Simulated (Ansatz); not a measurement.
## ¹⁷⁷Hf nuclear quadrupole resonance in Hf3N4 at a changed volume

Cell: a structure deposited in the COD, relaxed with PBE at fixed cell and then changed (volume scaled by 1.04, ions relaxed).

```cif
data_Hf3N4
_symmetry_space_group_name_H-M 'I-43d'
_symmetry_Int_Tables_number 220
_cell_length_a 6.7892
_cell_length_b 6.7892
_cell_length_c 6.7892
_cell_angle_alpha 90.000
_cell_angle_beta 90.000
_cell_angle_gamma 90.000
loop_
_atom_site_label
_atom_site_type_symbol
_atom_site_symmetry_multiplicity
_atom_site_Wyckoff_symbol
_atom_site_fract_x
_atom_site_fract_y
_atom_site_fract_z
Hf Hf 12 a 0.3750 0.0000 0.2500
N N 16 c 0.0636 0.0636 0.0636
```

One atom of each set is listed; the run and its k-mesh use a cell of 14 atoms with edges of 5.88, 5.88, 5.88 Å.

Computed with Ansatz: DFT, PBE, plane waves and PAW, scalar-relativistic, 420 eV cutoff, Γ-centred 6×6×6 k-points, Fermi–Dirac smearing 0.02 eV.

¹⁷⁷Hf: I = 7/2, Q = 3365 mb (year-2017 value). Static lattice, zero field.

(1) The simulated lines lie at 186.8, 373.6, 560.4 MHz. What are |C_Q|, η and |V_zz| at Hf?

Results:

(1) For I = 7/2 and η = 0 the lines are |C_Q|/14 times 1, 2 and 3; η shifts the lowest up most. Here |C_Q| = 2615 MHz, η = 0.00 and |V_zz| = 32.1 × 10²¹ V/m². The calculation gives V_zz positive; the lines don't show the sign. The site has 8 N at 2.21–2.50 Å.

An axis of threefold or higher order runs through Hf, so V_zz lies along it and η is zero.

Without spin–orbit coupling the gradients at and beside Hf can be off by some per cent, at some sites by more.

The relaxation (4 steps) took 36 s of wall time (2.2 min of CPU time) and 0.95 GiB at its peak, on 4 threads of Arm Neoverse V1 (aarch64; 8 cores open to the job, memory cap 8.0 GiB, no GPU), a shared host with a load of 0.6 a core.
